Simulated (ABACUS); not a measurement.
# SnTe (Fm-3m) in ABACUS: equation of state

Aim: energy against volume of SnTe in PBE, for its equilibrium volume and stiffness.

Program: ABACUS 3.10.1. These are calculated values, not measurements. Logs are shortened: lines on timing, memory, paths and dates and some standing lists are left out, and cuts for length are marked.

## (1) The crystal as given

It takes space group Fm-3m (No. 225, cubic). Conventional cell: a = 6.302 Å, b = 6.302 Å, c = 6.302 Å, α = 90.00°, β = 90.00°, γ = 90.00°. Around Te (site symmetry m-3m) lie 6 Sn at 3.15 Å. Sn (site symmetry m-3m) has 6 Te at 3.15 Å as nearest neighbours.

## (2) Equation of state, PBE, 29.40 Å³/atom (volume scaled by 0.94)

Input file INPUT:

```
INPUT_PARAMETERS
suffix              SnTe
calculation         scf
basis_type          pw
pseudo_dir          ./
symmetry            1
dft_functional      pbe
ecutwfc             83
pseudo_rcut         10
nspin               1
nbands              19
ks_solver           dav
smearing_method     fd
smearing_sigma      0.00367493
scf_thr             1e-08
scf_nmax            100
mixing_type         broyden
mixing_beta         0.7
cal_force           1
cal_stress          1
kpar                4
```

Input file STRU:

```
ATOMIC_SPECIES
Te 127.6000 Te.upf
Sn 118.7100 Sn.upf

LATTICE_CONSTANT
1.8897261246

LATTICE_VECTORS
0.0000000000 3.0865288906 3.0865288906
3.0865288906 0.0000000000 3.0865288906
3.0865288906 3.0865288906 0.0000000000

ATOMIC_POSITIONS
Direct

Te
0.0
1
0.5000000000 0.5000000000 0.5000000000 1 1 1

Sn
0.0
1
0.0000000000 0.0000000000 0.0000000000 1 1 1
```

Input file KPT:

```
K_POINTS
0
Gamma
7 7 7 0 0 0
```

Potentials or basis: PseudoDojo NC SR 0.4.1 PBE standard, plane waves.

Started as:

```
$ OMP_NUM_THREADS=1 mpirun -np 4 abacus > log
```

running log:

```text
ABACUS v3.10.1

               Atomic-orbital Based Ab-initio Computation at UStc

 ------------------------------------------------------------------------------------

 READING GENERAL INFORMATION
                           global_out_dir = OUT.SnTe/
                           global_in_card = INPUT
                               pseudo_dir = ./
                              orbital_dir =
                                    DSIZE = 4
                                    GSIZE = 1

 READING UNITCELL INFORMATION
                                    ntype = 2
                  lattice constant (Bohr) = 1.88973
              lattice constant (Angstrom) = 1

 READING ATOM TYPE 1
                               atom label = Te
                      L=0, number of zeta = 1
                      L=1, number of zeta = 1
                      L=2, number of zeta = 1
             number of atom for this type = 1

 READING ATOM TYPE 2
                               atom label = Sn
                      L=0, number of zeta = 1
                      L=1, number of zeta = 1
                      L=2, number of zeta = 1
             number of atom for this type = 1

                        TOTAL ATOM NUMBER = 2
DIRECT COORDINATES
    atom                   x                   y                   z     mag                  vx                  vy                  vz
taud_Te1            0.5000000000        0.5000000000        0.5000000000  0.0000        0.0000000000        0.0000000000        0.0000000000
taud_Sn1            0.0000000000        0.0000000000        0.0000000000  0.0000        0.0000000000        0.0000000000        0.0000000000

                          Volume (Bohr^3) = 396.86
                             Volume (A^3) = 58.8086

 Lattice vectors: (Cartesian coordinate: in unit of a_0)
                   +0            +3.08653            +3.08653
             +3.08653                  +0            +3.08653
             +3.08653            +3.08653                  +0
 Reciprocal vectors: (Cartesian coordinate: in unit of 2 pi/a_0)
            -0.161994           +0.161994           +0.161994
            +0.161994           -0.161994           +0.161994
            +0.161994           +0.161994           -0.161994
 The esolver type has been set to : ksdft_pw

                PAO radial cut off (Bohr) = 10

 Read in pseudopotential file is Te.upf
                     pseudopotential type = NC
          exchange-correlation functional = PBE
                 nonlocal core correction = 1
                        valence electrons = 16
                                     lmax = 2
                           number of zeta = 3
                     number of projectors = 6
                           L of projector = 0
[... 5 lines left out ...]
                PAO radial cut off (Bohr) = 10

 Read in pseudopotential file is Sn.upf
                     pseudopotential type = NC
          exchange-correlation functional = PBE
                 nonlocal core correction = 1
                        valence electrons = 14
                                     lmax = 2
                           number of zeta = 3
                     number of projectors = 6
                           L of projector = 0
                           L of projector = 0
                           L of projector = 1
                           L of projector = 1
                           L of projector = 2
                           L of projector = 2
     initial pseudo atomic orbital number = 18

 SETUP THE ELECTRONS NUMBER
            electron number of element Te = 16
      total electron number of element Te = 16
            electron number of element Sn = 14
      total electron number of element Sn = 14
            AUTOSET number of electrons:  = 30
                           occupied bands = 15
                                   NBANDS = 19
                                   NLOCAL = 18

%%%%%%%%%%%%%%%%%%%%%%%%%%%%%%%%%%%%%%%%%%%%%%%%%%%%%%%%%%%%%%%%%%%%%%%%%%%%%%%%%%%%%%%%%%%%%%%%%%%%%%%%%%
 Warning: the number of valence electrons in pseudopotential > 6 for Te: [Kr] 4d10 5s2 5p4
 Warning: the number of valence electrons in pseudopotential > 4 for Sn: [Kr] 4d10 5s2 5p2
 Pseudopotentials with additional electrons can yield (more) accurate outcomes, but may be less efficient.
 If you're confident that your chosen pseudopotential is appropriate, you can safely ignore this warning.
%%%%%%%%%%%%%%%%%%%%%%%%%%%%%%%%%%%%%%%%%%%%%%%%%%%%%%%%%%%%%%%%%%%%%%%%%%%%%%%%%%%%%%%%%%%%%%%%%%%%%%%%%%

 SETUP THE PLANE WAVE BASIS
 energy cutoff for charge/potential (unit:Ry) = 332
            fft grid for charge/potential = [ 48, 48, 48 ]
                        fft grid division = [ 1, 1, 1 ]
        big fft grid for charge/potential = [ 48, 48, 48 ]
                                     nbxx = 110592
                                     nrxx = 110592

 SETUP PLANE WAVES FOR CHARGE/POTENTIAL
                    number of plane waves = 40677
                         number of sticks = 1555

[... 36 lines left out ...]
                                  BRAVAIS = FACE CENTERED CUBIC
                       LATTICE CONSTANT A = 6.17306
Original cell was already a primitive cell.
                        ROTATION MATRICES = 48
              PURE POINT GROUP OPERATIONS = 48
                   SPACE GROUP OPERATIONS = 48
                              POINT GROUP = O_h
               POINT GROUP IN SPACE GROUP = O_h

 SETUP K-POINTS
                                    nspin = 1
                   Input type of k points = Monkhorst-Pack(Gamma)
                                   nkstot = 343
                       right hand lattice = 1
(for reciprocal lattice: )
                             BRAVAIS TYPE = 2
                     BRAVAIS LATTICE NAME = 02. Cubic I (body-centered)
                                    ibrav = 2
                       right hand lattice = 1
(for k-lattice: )
                             BRAVAIS TYPE = 2
                     BRAVAIS LATTICE NAME = 02. Cubic I (body-centered)
                                    ibrav = 2
                       right hand lattice = 1
                        ROTATION MATRICES = 48
                               nkstot_ibz = 20
K-POINTS REDUCTION ACCORDING TO SYMMETRY
     IBZ    DIRECT_X    DIRECT_Y    DIRECT_Z  WEIGHT  ibz2bz
       1  0.00000000  0.00000000  0.00000000  0.0029       0
       2  0.14285714  0.14285714  0.14285714  0.0233       1
       3  0.28571429  0.28571429  0.28571429  0.0233       2
       4  0.42857143  0.42857143  0.42857143  0.0233       3
       5  0.14285714  0.14285714  0.00000000  0.0175       8
       6  0.28571429  0.14285714  0.28571429  0.0700       9
[... 12 lines left out ...]
      19 -0.42857143  0.42857143  0.14285714  0.0700      74
      20 -0.28571429  0.42857143  0.28571429  0.0700      75

                               nkstot now = 20
[... K-POINTS DIRECT COORDINATES: 20 rows ...]

           k-point number in this process = 5
       minimum distributed K point number = 5
[... stars of the k points ...]

[... K-POINTS CARTESIAN COORDINATES: 5 rows ...]

[... K-POINTS DIRECT COORDINATES: 5 rows ...]

 SETUP PLANE WAVES FOR WAVE FUNCTIONS
     energy cutoff for wavefunc (unit:Ry) = 83
              fft grid for wave functions = [ 48, 48, 48 ]
                    number of plane waves = 5769
                         number of sticks = 421

 PARALLEL PW FOR WAVE FUNCTIONS
     PROC   COLUMNS(POT)             PW
        1            421           5769
 --------------- sum -------------------
        1            421           5769

 SETUP NONLOCAL PSEUDOPOTENTIALS IN PLANE WAVE BASIS
 Te non-local projectors:
 projector 1 L=0
 projector 2 L=0
 projector 3 L=1
 projector 4 L=1
 projector 5 L=2
 projector 6 L=2
 Sn non-local projectors:
 projector 1 L=0
 projector 2 L=0
 projector 3 L=1
 projector 4 L=1
 projector 5 L=2
 projector 6 L=2
      TOTAL NUMBER OF NONLOCAL PROJECTORS = 36

 Init Non-Local PseudoPotential table :
 Init Non-Local-Pseudopotential done.

                                     npwx = 5054

 Make real space PAO into reciprocal space.
       max mesh points in Pseudopotential = 1001
     dq(describe PAO in reciprocal space) = 0.01
                                    max q = 1098

 number of pseudo atomic orbitals for Te is 3
WARNING: norm of atomic wavefunction # 3 of atomic type Te is 0.999974, renormalized

 number of pseudo atomic orbitals for Sn is 3
WARNING: norm of atomic wavefunction # 2 of atomic type Sn is 0.999999, renormalized
WARNING: norm of atomic wavefunction # 3 of atomic type Sn is 0.999616, renormalized

 -------------------------------------------
[... 5 lines left out ...]

 Notice: Threshold on eigenvalues was too large.
 hsover_error=0.3 > DRHO=0.013123
 Origin diag ethr = 0.01
 New diag ethr = 4.37432e-05

 Density error is 0.0128414488598
                          Error Threshold = 4.37431916694e-05
----------------------------------------------------------
     Energy           Rydberg                 eV
----------------------------------------------------------
 E_KohnSham     -367.3646817332      -4998.2529155279
 E_Harris       -367.2914730377      -4997.2568601257
 E_Fermi        0.8101731728         11.0229715166
----------------------------------------------------------
[... 63 lines left out ...]
 Density error is 2.56670328887e-09
                          Error Threshold = 8.19851722827e-11
----------------------------------------------------------
     Energy           Rydberg                 eV
----------------------------------------------------------
 E_KohnSham     -367.3673194795      -4998.2888039071
 E_KS(sigma->0) -367.3673145090      -4998.2887362807
 E_Harris       -367.3674741810      -4998.2909087291
 E_band         -23.5708977637       -320.6985165614
 E_one_elec     -140.6894712545      -1914.1784576681
 E_Hartree      86.2311433383        1173.2348944562
 E_xc           -93.4085357329       -1270.8883278042
 E_Ewald        -219.5004458895      -2986.4567776383
 E_entropy(-TS) -0.0000099409        -0.0001352528
 E_descf        0.0000000000         0.0000000000
 E_exx          0.0000000000         0.0000000000
 E_Fermi        0.8104648651         11.0269401947
----------------------------------------------------------

 charge density convergence is achieved
 final etot is -4998.2888039 eV
 EFERMI = 11.026940195 eV

 STATE ENERGY(eV) AND OCCUPATIONS    NSPIN == 1
 1/5 kpoint (Cartesian) = 0.0000 0.0000 0.0000 (5029 pws)
       1       -26.3522     0.00583090
       2       -26.3522     0.00583090
       3       -26.3480     0.00583090
       4       -26.3480     0.00583090
       5       -26.3480     0.00583090
       6       -11.0062     0.00583090
[... 95 lines left out ...]
      18        14.5718    5.66738e-33
      19        14.6079    2.75555e-33

------------------------------------------------------------------------------------------
 TOTAL-FORCE (eV/Angstrom)
------------------------------------------------------------------------------------------
                       Te1         0.0000000000         0.0000000000         0.0000000000
                       Sn1         0.0000000000         0.0000000000         0.0000000000
------------------------------------------------------------------------------------------

----------------------------------------------------------------
 TOTAL-STRESS (KBAR)
----------------------------------------------------------------
        57.9098681073        -0.0000000000         0.0000000000
         0.0000000000        57.9098681073        -0.0000000000
         0.0000000000        -0.0000000000        57.9098681073
----------------------------------------------------------------
 TOTAL-PRESSURE: 57.909868 KBAR

 --------------------------------------------
 !FINAL_ETOT_IS -4998.2888039070539890 eV
 --------------------------------------------
```

Wall time 9.1 s (4 MPI ranks of Intel Xeon Platinum 8375C at 2.90GHz (Ice Lake), shared host); peak memory 0.44 GiB.

What came out:

```yaml
Free_energy: -4998.2888 eV
Pressure: 5.8 GPa
```

Caveat: this odd mesh misses L, where the gap lies, so gap, dielectric constants and Born charges aren't listed.

## (3) Equation of state, PBE, 30.03 Å³/atom (volume scaled by 0.96)

INPUT is that of step 2.

STRU: that of step 2 with these lines changed.

```diff
@@ -8,5 +8,5 @@
 LATTICE_VECTORS
-0.0000000000 3.0865288906 3.0865288906
-3.0865288906 0.0000000000 3.0865288906
-3.0865288906 3.0865288906 0.0000000000
+0.0000000000 3.1082657258 3.1082657258
+3.1082657258 0.0000000000 3.1082657258
+3.1082657258 3.1082657258 0.0000000000
```

KPT is that of step 2.

Potentials or basis: PseudoDojo NC SR 0.4.1 PBE standard, plane waves.

Started as:

```
$ OMP_NUM_THREADS=1 mpirun -np 4 abacus > log
```

It took 12 s on 4 MPI ranks of Intel Xeon Platinum 8375C at 2.90GHz (Ice Lake), shared host; peak memory 0.44 GiB.

It converged, with:

| Quantity | Value |
| --- | --- |
| Free energy | -4998.3290 eV |
| Pressure | 4.5 GPa |

Caveat: this odd mesh misses L, where the gap lies, so gap, dielectric constants and Born charges aren't listed.

## (4) Equation of state, PBE, 30.66 Å³/atom (volume scaled by 0.98)

INPUT is that of step 3.

STRU: that of step 3 with these lines changed.

```diff
@@ -8,5 +8,5 @@
 LATTICE_VECTORS
-0.0000000000 3.1082657258 3.1082657258
-3.1082657258 0.0000000000 3.1082657258
-3.1082657258 3.1082657258 0.0000000000
+0.0000000000 3.1297027185 3.1297027185
+3.1297027185 0.0000000000 3.1297027185
+3.1297027185 3.1297027185 0.0000000000
```

KPT is that of step 3.

Started as:

```
$ OMP_NUM_THREADS=1 mpirun -np 4 abacus > log
```

Run time: 10 s. Hardware: 4 MPI ranks of Intel Xeon Platinum 8375C at 2.90GHz (Ice Lake), shared host; peak memory 0.48 GiB.

Results (log left out):

```
Free energy : -4998.3595 eV
Pressure    : 3.3 GPa
```

Caveat: this odd mesh misses L, where the gap lies, so gap, dielectric constants and Born charges aren't listed.

## (5) Equation of state, PBE, 31.28 Å³/atom

INPUT is that of step 4.

STRU: that of step 4 with these lines changed.

```diff
@@ -8,5 +8,5 @@
 LATTICE_VECTORS
-0.0000000000 3.1297027185 3.1297027185
-3.1297027185 0.0000000000 3.1297027185
-3.1297027185 3.1297027185 0.0000000000
+0.0000000000 3.1508500000 3.1508500000
+3.1508500000 0.0000000000 3.1508500000
+3.1508500000 3.1508500000 0.0000000000
```

KPT is that of step 4.

Started as:

```
$ OMP_NUM_THREADS=1 mpirun -np 4 abacus > log
```

Wall time 13 s (4 MPI ranks of Intel Xeon Platinum 8375C at 2.90GHz (Ice Lake), shared host); peak memory 0.44 GiB.

It converged, with:

| Property | Result |
| --- | --- |
| Free energy | -4998.3814 eV |
| Pressure | 2.3 GPa |

Caveat: this odd mesh misses L, where the gap lies, so gap, dielectric constants and Born charges aren't listed.

## (6) Equation of state, PBE, 31.91 Å³/atom (volume scaled by 1.02)

INPUT is that of step 5.

STRU: that of step 5 with these lines changed.

```diff
@@ -8,5 +8,5 @@
 LATTICE_VECTORS
-0.0000000000 3.1508500000 3.1508500000
-3.1508500000 0.0000000000 3.1508500000
-3.1508500000 3.1508500000 0.0000000000
+0.0000000000 3.1717171644 3.1717171644
+3.1717171644 0.0000000000 3.1717171644
+3.1717171644 3.1717171644 0.0000000000
```

KPT is that of step 5.

Potentials or basis: PseudoDojo NC SR 0.4.1 PBE standard, plane waves.

Started as:

```
$ OMP_NUM_THREADS=1 mpirun -np 4 abacus > log
```

Wall time 12 s (4 MPI ranks of Intel Xeon Platinum 8375C at 2.90GHz (Ice Lake), shared host); peak memory 0.48 GiB.

The run converged. Its results:

```yaml
Free_energy: -4998.3954 eV
Pressure: 1.3 GPa
```

Caveat: this odd mesh misses L, where the gap lies, so gap, dielectric constants and Born charges aren't listed.

## (7) Equation of state, PBE, 32.53 Å³/atom (volume scaled by 1.04)

INPUT is that of step 6.

STRU: that of step 6 with these lines changed.

```diff
@@ -8,5 +8,5 @@
 LATTICE_VECTORS
-0.0000000000 3.1717171644 3.1717171644
-3.1717171644 0.0000000000 3.1717171644
-3.1717171644 3.1717171644 0.0000000000
+0.0000000000 3.1923133075 3.1923133075
+3.1923133075 0.0000000000 3.1923133075
+3.1923133075 3.1923133075 0.0000000000
```

KPT is that of step 6.

Started as:

```
$ OMP_NUM_THREADS=1 mpirun -np 4 abacus > log
```

It took 13 s on 4 MPI ranks of Intel Xeon Platinum 8375C at 2.90GHz (Ice Lake), shared host; peak memory 0.48 GiB.

The run converged. Its results:

- Free energy: -4998.4023 eV
- Pressure: 0.4 GPa

Caveat: this odd mesh misses L, where the gap lies, so gap, dielectric constants and Born charges aren't listed.

## (8) Equation of state, PBE, 33.16 Å³/atom (volume scaled by 1.06)

INPUT is that of step 7.

STRU: that of step 7 with these lines changed.

```diff
@@ -8,5 +8,5 @@
 LATTICE_VECTORS
-0.0000000000 3.1923133075 3.1923133075
-3.1923133075 0.0000000000 3.1923133075
-3.1923133075 3.1923133075 0.0000000000
+0.0000000000 3.2126470615 3.2126470615
+3.2126470615 0.0000000000 3.2126470615
+3.2126470615 3.2126470615 0.0000000000
```

KPT is that of step 7.

Started as:

```
$ OMP_NUM_THREADS=1 mpirun -np 4 abacus > log
```

Wall time 12 s (4 MPI ranks of Intel Xeon Platinum 8375C at 2.90GHz (Ice Lake), shared host); peak memory 0.48 GiB.

The run converged. Its results:

- Free energy: -4998.4029 eV
- Pressure: -0.3 GPa

Caveat: this odd mesh misses L, where the gap lies, so gap, dielectric constants and Born charges aren't listed.

## (9) Equation of state, PBE

Potentials or basis: PseudoDojo NC SR 0.4.1 PBE standard, plane waves.

No new run: the results of the series are fitted here.

Results:

- Equilibrium volume: 32.90 Å³/atom
- Bulk modulus: 40 GPa
- Pressure derivative of the bulk modulus: 4.5

Energy against volume, from the lowest point:
```csv
volume (Å³/atom),energy (meV/atom)
29.404,57.04
30.030,36.93
30.656,21.67
31.281,10.75
31.907,3.76
32.532,0.29
33.158,0.00
```

Caveat: this odd mesh misses L, where the gap lies, so gap, dielectric constants and Born charges aren't listed. Spin-orbit coupling is left out, which matters for the levels of Te.
